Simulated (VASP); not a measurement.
Set up this calculation in VASP 6.6.1, as the native input.

* Task: single point
* Functional: PBE
* Potentials or basis: VASP PAW PBE potentials, release 64 (Re)
* Cutoff: 520 eV
* k mesh: 24 × 24 × 1
* Occupations: gaussian, width 0.1 eV
* Spin: no spin polarisation
* Dipole correction: yes
* Further INCAR settings: ALGO = Fast; EDIFF = 1e-07; NBANDS = 14

The structure of Re lies in POSCAR:

```
Re
1.0
    2.7423093816      0.0000000000      0.0000000000
   -1.3711546908      2.3749095895      0.0000000000
    0.0000000000      0.0000000000     31.2251044000
Re
2
Direct
    0.0000000000      0.0000000000      0.2519718250
    0.0000000000      0.0000000000      0.3244874166
```

The cell was built by a generator and needn't be a form met in nature.

The input as run:

INCAR

```
SYSTEM = Re
PREC     = Accurate       ! precision mode
ENCUT    = 520            ! plane-wave cutoff, eV
EDIFF    = 1E-7           ! SCF threshold, eV
ISMEAR   = 0              ! smearing method
SIGMA    = 0.1            ! smearing width, eV
LREAL    = .FALSE.        ! projectors in reciprocal space
LASPH    = .TRUE.         ! aspherical terms in the spheres
NELM     = 80             ! most SCF steps
ALGO     = Fast           ! electronic algorithm
ISIF     = 2              ! what is computed and relaxed
LWAVE    = .FALSE.        ! write WAVECAR
LCHARG   = .TRUE.         ! write CHGCAR
LDIPOL   = .TRUE.       
IDIPOL   = 3            
DIPOL    = 0.5 0.5 0.288
GGA      = PE             ! functional
LELF     = .TRUE.         ! ELF
LVHAR    = .TRUE.       
LVACPOTAV= .TRUE.       
NBANDS   = 14             ! bands
```

KPOINTS

```
Automatic mesh
0
G
  24 24 1
  0 0 0
```

Potentials or basis: VASP PAW PBE potentials, release 64 (Re).

Run with:

```bash
$ cat potpaw_PBE.64/Re/POTCAR > POTCAR
$ mpirun -np 1 vasp_std > vasp.out
```

It gave:

```
Largest force                   : 0.587 eV/Å
Band gap on the k mesh          : none (metal or under the smearing width)
Work function of the upper face : 4.94 eV
Work function of the lower face : 4.94 eV
```

Wall time 4.3 min on 1 thread of Intel(R) Xeon(R) Platinum 8488C (Sapphire Rapids), on a shared host, peak memory 0.39 GiB.
